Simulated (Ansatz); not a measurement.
**Al under changes of volume**

One of the cells (16.603 Å³/atom); the others are scaled copies at fixed shape and fractional positions:

```
Al
1.0
     0.00000    2.02481    2.02481
     2.02481    0.00000    2.02481
     2.02481    2.02481    0.00000
Al
1
Direct
  0.00000 0.00000 0.00000
```

* Program: Ansatz 0.2.0
* Functional: r2SCAN0
* Potentials or basis: Ansatz PAW
* Cutoff: 500 eV (not typed: the program's choice for these potentials)
* k mesh: 6 × 6 × 6
* Occupations: fermi-dirac, width 0.05 eV
* Spin: no spin polarisation

```tsv
volume (Å³/atom)	energy over the lowest point (meV/atom)	pressure (GPa)
15.607	2.30	2.2
15.939	0.00	0.1
16.271	1.80	-1.8
16.603	9.26	-2.7
16.935	16.52	-4.3
17.267	26.74	-5.6
17.599	?	?
```

Q: What does the run at 17.599 Å³/atom give?

A: Energy over the lowest point 39.60 meV/atom; pressure -6.8 GPa.

Worked out: A Birch-Murnaghan fit of order 3 (a polynomial in V^(-2/3)) to the other rows has its minimum at 15.92 Å³/atom with B0 = V·E''(V) = 120 GPa (rough, since the energies scatter). It gives 36.60 meV/atom at 17.599 Å³/atom, against the run's 39.60, and -dE/dV = -4.8 GPa, against -6.8.

Energies are extrapolated to zero smearing.

Caveats: all runs use coarse meshes; the PAW data sets come from PBE, with cores solved anew for the run's functional, which leaves a small shift of forces and pressure; the thresholds are loose for stress.
